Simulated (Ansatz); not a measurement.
TiSe:

```
Ti Se
1.0
     3.40340    0.00000    0.00000
     0.00000    3.40340    0.00000
     0.00000    0.00000    3.40340
Ti Se
1 1
Direct
  0.00000 0.00000 0.00000
  0.50000 0.50000 0.50000
```

The cell comes from a database or a generator and needn't be the stable form of this composition.

Program: Ansatz 0.2.0. Alike in all runs: potentials or basis Ansatz PAW; no spin polarisation; cell as given; k mesh 5 × 5 × 5; smearing fermi-dirac 0.05 eV; the mesh is coarse, so values aren't converged. Hardware: 2 threads of Arm Neoverse V2 (shared host).

Q: Order these runs on this cell by their wall time, lowest first.
A. task single point; level r2SCAN0; cutoff (eV) 500
B. task band structure; level PBEsol; cutoff (eV) 420; points for each segment of the path 14
C. task band structure; level HSE06; cutoff (eV) 420; points for each segment of the path 4
D. task band structure; level r2SCAN; cutoff (eV) 500; points for each segment of the path 14

A: B (1.1 s), D (2.6 s), A (22 s), C (130 s).

Caveats: all runs use coarse meshes.

Runs at the PBE level aren't shown here.
